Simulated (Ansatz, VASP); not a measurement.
ZnS in VASP and in Ansatz

```
Zn S
1.0
     3.84555    0.00000    0.00000
    -1.92278    3.33035    0.00000
     0.00000    0.00000    6.30390
Zn S
2 2
Direct
  0.33333 0.66667 0.00517
  0.66667 0.33333 0.50517
  0.33333 0.66667 0.37983
  0.66667 0.33333 0.87983
```

Alike in both runs: functional PBE; k mesh 12 × 12 × 4; occupations gaussian, width 0.02 eV; no spin polarisation.

Ansatz relaxed the structure, and its values are those at the end. VASP's run is a single point on that final structure, the one shown.

|  | VASP | Ansatz |
| --- | --- | --- |
| version | VASP 6.6.1 | Ansatz 0.2.0 |
| potentials or method | VASP PAW PBE potentials, release 64 (Zn, S) | scalar-relativistic, plane waves, PAW |
| plane-wave cutoff (eV) | 520 | 420 |
| valence electrons in the cell | 36 | 36 |

Ansatz gave:

```
gap on the k mesh at the Fermi level (eV) : 2.08
least direct gap on the mesh (eV)         : 2.08
pressure (GPa)                            : 0.0
```

Q: Which values does VASP return?

A: gap on the k mesh at the Fermi level (eV): 2.08; least direct gap on the mesh (eV): 2.08; pressure (GPa): 0.1.

A k mesh can miss the band edges. As with any semilocal functional, this PBE gap is likely too small.
